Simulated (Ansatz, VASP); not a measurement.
**SnSe2 in two plane-wave programs**

Aim: how closely do two programs agree when they are given the same cell, functional and k mesh? The cell is taken from a series of runs on this material, whose earlier steps may have relaxed, scaled, displaced or heated it; both programs get it as it stands.

Calculated with Ansatz 0.2.0; plane waves, with VASP 6.6.1 beside it; G0W0 gap at PBE.

### Step 1. The starting structure

The cell holds 6 atoms: 4 Se and 2 Sn. Cell: a = 3.837 Å, b = 3.837 Å, c = 41.600 Å, α = 90.0°, β = 90.0°, γ = 120.0°. It derives from SnSe2. Vacuum lies along c.

### Step 2. Ansatz: G0W0 gap, PBE

Ansatz runs on its PAW soft_1 files.

Quasiparticle shifts depend on high empty states and on the cores, so they are the hardest test of two PAW sets.

Contents of input.yaml:

```yaml
crystal:
  lattice:
    - [3.8365779286, 0.0, 0.0]
    - [-1.9182889643, 3.3225739498, 0.0]
    - [0.0, 0.0, 41.6]
  atoms:
    - { symbol: Se, position: [0.3333333333, 0.6666666667, 0.3897155451] }
    - { symbol: Sn, position: [0.0, 0.0, 0.4280343979] }
    - { symbol: Se, position: [0.6666666667, 0.3333333333, 0.4663695837] }
    - { symbol: Se, position: [0.3333333333, 0.6666666667, 0.5336304163] }
    - { symbol: Sn, position: [0.0, 0.0, 0.5719656021] }
    - { symbol: Se, position: [0.6666666667, 0.3333333333, 0.6102844549] }
  periodic: [true, true, false]
kpoints:
  mp_grid: { grid: [6, 6, 1] }
hamiltonian:
  xc: pbe
  pseudopotentials: { kind: paw, azcp: { folder: soft_1 } }
scf:
  occupations: { method: fixed }
gw:
  n_empty_bands: 260
  ecut_chi: 36
  qp_bands: [v2, c2]
  qp_kpoints: band_edges
  screening: { model: contour_deformation }
```

The run is started by

```
ansatz run input.yaml --threads 2 --pin off --max-ram 92160MiB --backend cuda --events-out ev --progress --plain --runs-dir out --devices 1 --max-vram 13GiB
```

Numbers of over 12 decimals in the logs are rounded to 6 here.

Log:

```text
GPUs: using 1 of 1 available (devices: 1).
Engine: ansatz 0.2.0, x86_64-unknown-linux-gnu
Pseudopotentials: kind: paw
Pseudopotential: Se, paw, valence charge 16, recommended cutoff 420 eV (normal), soft_1/Se.paw.azcp
Pseudopotential: Sn, paw, valence charge 14, recommended cutoff 420 eV (normal), soft_1/Sn.paw.azcp
Functional definition: PBE
  parameter kappa = 0.804
  parameter beta = 0.066725
  exchange = pbe_x(kappa = kappa, mu = beta*pi^2/3)
  correlation = pbe_c(beta = beta)
device memory: the entry about to start is reckoned to put 3.4 GiB on a device that reports 62.5 GiB free (of which the cap on the GPU budget leaves the run 13.0 GiB)
GPU FFT provider: cuFFT
GPU libraries: cuBLAS 13.8.2, cuFFT 12.4.0, cuSOLVER 12.3.4
Crystal: 6 atoms, lattice volume = 530.288 Å³
Basis set: ecut = 420 eV, 10375 PW (Γ)
Bands: 56, of which v1, the nominal top of the filled ones, is band 46 counted from 1 (45 counted from 0)
Symmetry: 12 space group operations
Space group: P-3m1 (ITA 164), of the structure as read, at distance tolerance 8.1e-5 Å
k-points: 7 of 36
Non-local potential: Se, projectors of the file, l = 0: 2, l = 1: 2, l = 2: 3, l = 3: 1
Non-local potential: Sn, projectors of the file, l = 0: 2, l = 1: 2, l = 2: 2, l = 3: 1
PAW form: soft (Blöchl's): semilocal exchange-correlation on the pseudo side does not see the compensation charge
PAW one-centre angular grid: Se, 590 points (default); XC on 64 Gauss nodes
PAW one-centre angular grid: Sn, 590 points (default); XC on 64 Gauss nodes
Initial density: superposition of atomic densities (neutral atoms: chi_scale 0, normalization atom)
Initial wavefunctions: pseudopotential atomic-orbital guess
GPU buffer pool allocated for 209952 grid points (all kernels)
GPU transforms: local potential and band sums: pruned to the plane-wave sphere, on 25×25×288
Functional: x = pbe(κ = 0.804, μ = 0.219515), c = pbe(β = 0.066725)
iter 1 solved again at ethr=2.20e-3 eV; its pass at ethr=3.10e-3 eV (dr2=2.02e0 eV) is discarded
SCF iter   1: F=—  HF=-33927.416222 eV  |F-HF|=—  |Δ(HF+E_count)|=         —  Δρ=1.60e-2  dr2=2.03e0  ethr=2.20e-3  ⟨swp⟩=1.9  Hψ=1876  notcnv=0  defer=54
preconditioner: auto → Resta (q_TF=auto, 2.038 Å⁻¹)  ε∞=1.5  [insulator: Δε(μ)=0.970 eV  Ē_g=15.843 eV  n_scr=92 (ndim 8)  ℏωp=11.6 eV  f_vac=0.695  ε∞_Penn≈1.5  vacuum switching on, ρ_ref=1.8e-2 e/Å³]
SCF iter   2: F=—  HF=-33926.915601 eV  |F-HF|=—  |Δ(HF+E_count)|=   5.01e-1  Δρ=7.06e-3  dr2=2.78e-1  ethr=2.20e-3  ⟨swp⟩=4.0  Hψ=671  notcnv=0  defer=56
SCF iter   3: F=—  HF=-33926.885362 eV  |F-HF|=—  |Δ(HF+E_count)|=   3.02e-2  Δρ=3.62e-3  dr2=6.72e-2  ethr=3.02e-4  ⟨swp⟩=3.3  Hψ=615  notcnv=0  defer=56
SCF iter   4: F=—  HF=-33926.891778 eV  |F-HF|=—  |Δ(HF+E_count)|=   6.42e-3  Δρ=1.43e-3  dr2=8.99e-2  ethr=7.30e-5  ⟨swp⟩=3.6  Hψ=592  notcnv=0  defer=56
SCF iter   5: F=—  HF=-33926.885892 eV  |F-HF|=—  |Δ(HF+E_count)|=   5.89e-3  Δρ=8.73e-4  dr2=2.72e-2  ethr=7.30e-5  ⟨swp⟩=3.1  Hψ=466  notcnv=0  defer=56
SCF iter   6: F=—  HF=-33926.883809 eV  |F-HF|=—  |Δ(HF+E_count)|=   2.08e-3  Δρ=3.26e-4  dr2=2.42e-3  ethr=2.96e-5  ⟨swp⟩=2.4  Hψ=484  notcnv=0  defer=56
SCF iter   7: F=—  HF=-33926.883689 eV  |F-HF|=—  |Δ(HF+E_count)|=   1.21e-4  Δρ=6.85e-5  dr2=6.62e-5  ethr=2.63e-6  ⟨swp⟩=2.4  Hψ=517  notcnv=0  defer=56
SCF iter   8: F=—  HF=-33926.883707 eV  |F-HF|=—  |Δ(HF+E_count)|=   1.81e-5  Δρ=2.29e-5  dr2=1.97e-6  ethr=7.19e-8  ⟨swp⟩=3.1  Hψ=666  notcnv=0  defer=56
SCF iter   9: F=—  HF=-33926.883709 eV  |F-HF|=—  |Δ(HF+E_count)|=   2.20e-6  Δρ=1.76e-5  dr2=2.59e-6  ethr=2.14e-9  ⟨swp⟩=3.4  Hψ=778  notcnv=0  defer=56
SCF iter  10: F=—  HF=-33926.883708 eV  |F-HF|=—  |Δ(HF+E_count)|=   9.23e-7  Δρ=5.36e-6  dr2=1.84e-7  ethr=2.14e-9  ⟨swp⟩=2.1  Hψ=623  notcnv=0  defer=56
SCF iter  11: F=-33926.883708 eV  HF=-33926.883708 eV  |F-HF|=3.81e-9  |Δ(HF+E_count)|=   7.19e-8  Δρ=6.37e-7  dr2=4.00e-9  ethr=1.09e-10  ⟨swp⟩=22.0  Hψ=2308  notcnv=0
SCF 1 converged in 11 iterations: F = -33926.883708 eV  dr2 = 4.00e-9
  greatest PAW one-centre occupation: 1.000 electrons in one spin orbital (limit 2), on the Se atom at site 3 (counted from 0), in its partial waves of l = 2
device memory: the entry about to start is reckoned to put 4.0 GiB (of the 4.1 GiB reckoned in all, the device holds 0.1 GiB already) on a device that reports 61.8 GiB free (of which the cap on the GPU budget leaves the run 12.9 GiB)
NSCF: frozen V_eff on 7 k-points
the band table was solved once the SCF had ended and its energy, with any forces and stress, was formed, with the checks that follow a solve (2011 applications of the Hamiltonian). They found nothing against the state; the energy, forces and stress were not computed again (output.eigenvalues in the input reference)
device memory: the entry about to start is reckoned to put 3.8 GiB on a device that reports 59.3 GiB free (of which the cap on the GPU budget leaves the run 13.0 GiB)
NSCF: frozen V_eff on 7 k-points
G₀W₀ screening: q 1/7
[... further progress lines ...]
SCF converged after 11 iterations
Free energy (F): -33926.883708 eV
Harris-Foulkes:  -33926.883708 eV  (|F-HF|=3.81e-9)
Internal energy: -33926.883708 eV  (E = F + TS)
E sigma→0 (E₀):  -33926.883708 eV
Fermi energy:    -5.937820 eV
--- Per-component energies (eV) ---
  E_band       = -3000.665432
  E_kinetic    = 779.004418
  E_local      = -408863.932955  (includes V_loc(G=0)·N_el)
  E_nonlocal   = -1127.218397
  E_hartree    = 204068.892954
  E_xc         = -590.564803
  E_vxc        = -520.211314  (∫ρ·V_xc dr)
  E_paw        = -17263.452308  (= ΣΔE_a)
  E_vpaw       = -1406.107868  (= ΣTr[D̂ρ^β])
  E_aug_tail   = -0.000924  (compensation charges beyond the density's cutoff)
  E_ewald      = 189070.388306
  E_smearing   = -0.000000  (= −TS)
  E_closure    = -0.000000  (closes the sum)
  Σ components = -33926.883708   (vs F -33926.883708, Δ=0.00e0)
--- Band table (eV; the first three rows and the last of 7) ---
  k-point 0: bands = [... 42 lower, -6.1573, -6.1573, -6.0380, -6.0380, -4.6757, -3.7913, -2.9133, -2.8037, ... 6 higher]
  k-point 1: bands = [... 42 lower, -7.0802, -6.2156, -6.1360, -5.9378, -3.9307, -3.6328, -2.2105, -1.8436, ... 6 higher]
  k-point 2: bands = [... 42 lower, -6.9737, -6.4567, -6.3870, -6.1010, -4.8489, -4.4755, -1.9230, -1.6758, ... 6 higher]
  k-point 6: bands = [... 42 lower, -7.2643, -7.2643, -6.4773, -6.4773, -4.5955, -3.8556, -1.1438, -1.1438, ... 6 higher]
  ° read free of the cell's end (the report's vacuum.weakly_bound_levels)
--- G₀W₀: contour deformation, 7 samples at zero and on the imaginary axis and 2 off it, 36 q-points, 260 empty bands' worth ---
  eigenvalues of the whole cell's RPA ε∞ on this k-mesh (on a slab, of 1 + 4πα/V) = 1.2545, 4.7256, 4.7256; static W/v taken at q = 0 is 0.380241
  bands read: the sum over 306 bands ends inside a degenerate multiplet in 1 slot, whose members it reads at an even weight; the widest, k=0: bands 306 to 307 (counted from 1) at 1/2 each
  gw.qp_kpoints: band_edges: 7 of 7 stored k-points solved, in 1 pass; an edge of the gap read off the rows below is read off those points alone
    ik  band        ε_KS         Σx   Σc(E_QP)       V_xc       Z   E_QP_lin       E_QP  E_QP is
     0    45     -6.0380   -17.4942     1.9409   -15.5423  0.7203    -6.0490    -6.0490  root
     0    46     -6.0380   -17.4942     1.9409   -15.5423  0.7203    -6.0490    -6.0490  root
     0    47     -4.6757   -11.6907    -2.4231   -14.8114  0.7568    -3.9620    -3.9780  root
     0    48     -3.7913   -11.7799    -2.7172   -15.2795  0.7415    -2.9826    -3.0088  root
     1    45     -6.1360   -17.4007     2.0411   -15.3274  0.7158    -6.1683    -6.1682  root
     1    46     -5.9378   -17.5111     1.9480   -15.5575  0.7220    -5.9434    -5.9434  root
     1    47     -3.9307   -11.7361    -2.7278   -15.2444  0.7321    -3.1283    -3.1502  root
     1    48     -3.6328   -12.0133    -2.8590   -15.6912  0.7260    -2.7852    -2.8140  root
     2    45     -6.3870   -17.2661     2.1440   -15.0508  0.7083    -6.4586    -6.4584  root
     2    46     -6.1010   -17.4334     2.0141   -15.3845  0.7180    -6.1357    -6.1356  root
     2    47     -4.8489   -11.2025    -2.4625   -14.3244  0.7429    -4.1663    -4.1896  root
     2    48     -4.4755   -10.8105    -2.7489   -14.2512  0.7398    -3.7621    -3.7837  root
     3    45     -6.5225   -17.2275     2.2006   -14.9404  0.7023    -6.6094    -6.6090  root
     3    46     -6.2093   -17.4022     2.0528   -15.2999  0.7151    -6.2588    -6.2587  root
     3    47     -5.2752   -10.9389    -2.3879   -13.9472  0.7452    -4.6386    -4.6548  root
     3    48     -4.9304   -11.3011    -2.3739   -14.3049  0.7433    -4.2827    -4.3005  root
     4    45     -6.5690   -16.9320     2.2827   -14.5316  0.7061    -6.6874    -6.6867  root
     4    46     -6.0564   -17.3006     2.0544   -15.2035  0.7195    -6.0991    -6.0991  root
     4    47     -3.8804   -11.7235    -2.8540   -15.3683  0.7229    -3.0586    -3.0896  root
     4    48     -3.8491   -12.0620    -2.7674   -15.6326  0.7213    -3.0220    -3.0459  root
     5    45     -6.5468   -16.7912     2.1056   -14.6019  0.7065    -6.6310    -6.6306  root
     5    46     -6.3829   -17.1729     2.2248   -14.8516  0.7104    -6.4797    -6.4793  root
     5    47     -4.4300   -11.5583    -2.5526   -14.8282  0.7344    -3.6898    -3.7126  root
     5    48     -4.2251   -11.5824    -2.6984   -15.0300  0.7278    -3.4542    -3.4759  root
     6    45     -6.4773   -17.0485     2.2050   -14.7487  0.7070    -6.5726    -6.5720  root
     6    46     -6.4773   -17.0485     2.2050   -14.7487  0.7070    -6.5726    -6.5720  root
     6    47     -4.5955   -10.8646    -2.6150   -14.1609  0.7386    -3.8947    -3.9142  root
     6    48     -3.8556   -11.4770    -3.0036   -15.2629  0.7153    -3.0350    -3.0732  root
```

[end of part 1 of 2]

[Lines on the potential files, build, host, timing and source positions are cut from VASP's logs without a mark.]

[Logs are printed without paths, hosts, clocks, repeated set-up lines and the standing remarks that a program may print on its own settings, such as how far it seeks lower states.]

[Hosts, paths, dates, database ids (printed as entryN), source tags and the programs' standing remarks are cut or masked in the printed files.]
